## Question

Germanium in the β-tin structure is a metal, usually met under pressure. Its smallest repeating cell holds two atoms, one on each of two sublattices. Each atom has four neighbours at 2.67 Å on the other sublattice and two at 2.80 Å on its own, directly above and below it along the short axis $c$. The table gives the computed vibrations. "Phonon q row" numbers the wave vector, which says how the motion changes phase from cell to cell. At point 1 all cells move alike.

Phonon frequencies of β-tin germanium at the given geometry, from Ansatz 0.2.0 with density-functional perturbation theory (LDA, PAW datasets made for PBE, 420 eV cutoff, 8×8×8 k mesh, Fermi–Dirac smearing 0.05 eV). Wave vectors 1–4 are (0, 0, 0), (0, 0, −½), (0, −½, 0) and (−½, −½, −½) in primitive reciprocal vectors; imaginary frequencies would be negative.

| row | phonon q row (row) | phonon frequency (cm⁻¹) |
| --- | --- | --- |
| 1 | 1 | 0.00 |
| 2 | 1 | 0.00 |
| 3 | 1 | 0.00 |
| 4 | 1 | 69.40 |
| 5 | 1 | 158.80 |
| 6 | 1 | 158.80 |
| 7 | 2 | 47.00 |
| 8 | 2 | 47.00 |
| 9 | 2 | 135.00 |
| 10 | 2 | 135.00 |
| 11 | 2 | 136.90 |
| 12 | 2 | 136.90 |
| 13 | 3 | 66.70 |
| 14 | 3 | 74.70 |
| 15 | 3 | 77.50 |
| 16 | 3 | 136.60 |
| 17 | 3 | 147.20 |
| 18 | 3 | 165.90 |
| 19 | 4 | 54.60 |
| 20 | 4 | 54.60 |
| 21 | 4 | 69.40 |
| 22 | 4 | 69.40 |
| 23 | 4 | 131.50 |
| 24 | 4 | 131.50 |

1. Why are there six frequencies at each point, and why are three of them zero at point 1?
2. Which of the remaining vibrations at point 1 is slowest, and why?
3. Estimate its frequency from that of the faster pair.
4. What would change if the atoms had the mass of tin?
5. Which digits can be trusted?
6. Do the forces end at the nearest neighbours?

## Model answer

**1.** Two atoms can each move in three directions, which makes six vibrations at every wave vector. At point 1 three of these shift the whole crystal as one body. No distance changes, so no force pulls the atoms back and the frequency is zero.

*Remark.* These zeros would appear in any crystal, strong or weak. They are no sign of an instability, which would show as a negative entry.

**2.** The single vibration at 69 cm⁻¹ is slowest; the other two form a pair at 159 cm⁻¹. In all three, one sublattice moves rigidly against the other. The two directions across $c$ are equivalent in a tetragonal crystal, so the pair must belong to them and the single vibration to motion along $c$.

The difference lies in the direction of the short contacts. They are tilted by only 15° from the plane across $c$. Two of them lie nearly along one long axis of the crystal and two nearly along the other, so motion along either axis stretches and compresses one pair almost head-on. Motion along $c$ mostly swings all four sideways, which hardly changes their length. The two contacts along $c$ give no help, because both of their ends belong to the same sublattice and move together.

*Remark.* It is tempting to expect stiff motion along $c$ because neighbours sit directly above and below. What counts is whether a contact changes length in the vibration considered.

**3.** Treat each short contact as a spring of strength $k$ that resists only a change of length. Let $s$ be the rise of a contact along $c$ divided by its length, here $0.70/2.67 = 0.26$. A spring resists motion in a given direction in proportion to the squared cosine of the angle between them. Summing over the four contacts gives

$$K_{\text{along}} = 4ks^2, \qquad K_{\text{across}} = 2k(1-s^2).$$

The moving masses are the same, and frequency grows as the square root of stiffness:

$$\frac{\nu_{\text{across}}}{\nu_{\text{along}}} = \sqrt{\frac{1-s^2}{2s^2}} \approx 2.6 .$$

The pair thus predicts a single vibration at $159/2.6 \approx 61$ cm⁻¹. The computed value is 69 cm⁻¹, so the estimate is 12% too low. The pair served only to set the spring strength; the single vibration was not used. The springs leave out two possible sources of the extra stiffness. One is resistance to bending between contacts. The other is the force from four more distant atoms of the other sublattice, at 3.3 Å, whose contacts point more steeply along $c$. These frequencies alone do not tell the two apart.

*Remark.* The formula also covers ordinary germanium with the diamond structure. Its contacts point to the corners of a regular tetrahedron, so $s^2 = 1/3$ and the ratio becomes 1. All three vibrations then coincide, as cubic symmetry demands. Flattening the tetrahedron is what splits them.

**4.** With unchanged forces, every frequency falls by the square root of the mass ratio, a factor of 0.78. The pair would drop from 159 to about 124 cm⁻¹, and the ratio between pair and single vibration would stay the same. Real tin also has longer and weaker bonds, so mass alone is not a forecast of its spectrum.

**5.** The equality within each pair is exact, since symmetry requires it. The decimals are not reliable as physics: in a metal the response of the electrons depends on how finely their states are sampled, and here that sampling is not converged. The potentials were also made for a different functional, and the structure was taken as given, not relaxed, so the pressure it belongs to is unknown. The gap of 1.9 cm⁻¹ between the two upper pairs at point 2 should therefore not be interpreted, while the factor of more than two in question 2 has a clear geometric reason.

*Remark.* A finer sampling of the electrons could move every nonzero entry. Adding more phonon wave vectors would instead add new rows, and could reveal an instability between the present four points.

**6.** They do not, according to these frequencies. The test is the sum of the squared frequencies at each point, which measures the total stiffness shared among the six vibrations. Forces between the two sublattices redistribute this stiffness but leave the sum the same at every wave vector. Only forces between atoms of the same sublattice can change it.

From point 1 to point 2 the sum rises by 42%. The contacts along $c$ cannot be responsible, because atoms linked by them move in step at both points. The next neighbours on the same sublattice are eight atoms at 3.9 Å. At point 2 half of them move against the central atom, and at point 4 all of them do.

If the forces ended there, the change at point 2 would be half that at point 4. But at point 4 the sum falls by 9%, so point 2 should show a fall of about 5% instead of its large rise. The computed forces must therefore reach at least the next distance that matters, the long edge of the four-atom tetragonal cell, 5.15 Å.

Such reach is natural in a metal. When an atom moves, the conduction electrons rearrange around it and carry the disturbance beyond its direct neighbours. The unconverged sampling affects this very response, and its error is not known. The conclusion therefore holds for the computed forces, and a converged run would have to confirm it for the crystal. To remove the rise at point 2, the typical frequency there would have to come down by about a sixth relative to point 1.

*Remark.* The springs of question 3 can ignore forces within a sublattice at point 1, because there each sublattice moves as a rigid block. At other wave vectors those forces come into play, and a model built from short contacts alone fails. The printed analysis below gives the spring estimate for point 1 and the sums for all four points.

Printed output of the fit:

```
Modes at each wave vector (point 1): 6
Single optical mode at Gamma, 1/cm: 69.4
Paired optical modes at Gamma, 1/cm: 158.8
Computed ratio of pair to single mode: 2.288
Tetragonal axis c, also the length of the two longer contacts, angstrom: 2.795
Tetragonal axis a, angstrom: 5.148
Rise of a short contact along c, angstrom: 0.6988
Angle of a short contact to the plane across c, degrees: 15.18
Spring model, ratio of pair to single mode: 2.605
Spring model, single mode estimated from the pair, 1/cm: 60.95
Miss of that estimate, percent: -12.18
Sum of squared frequencies at point 1, 1/cm squared: 55251
Sum of squared frequencies at point 2, 1/cm squared: 78351
Sum of squared frequencies at point 3, 1/cm squared: 83885
Sum of squared frequencies at point 4, 1/cm squared: 50180
Change of the sum from point 1 to 2, percent: 41.81
Change of the sum from point 1 to 3, percent: 51.83
Change of the sum from point 1 to 4, percent: -9.179
Change at point 2 if forces within a sublattice ended at 3.9 angstrom, percent: -4.59
Root mean square frequency at point 2 above that at point 1, percent: 19.08
Factor on all frequencies for the mass of tin, same forces: 0.7832
Paired Gamma modes with the mass of tin, same forces, 1/cm: 124.4
Gap between the two upper pairs at point 2, 1/cm: 1.9
Highest frequency in the table, 1/cm: 165.9
```
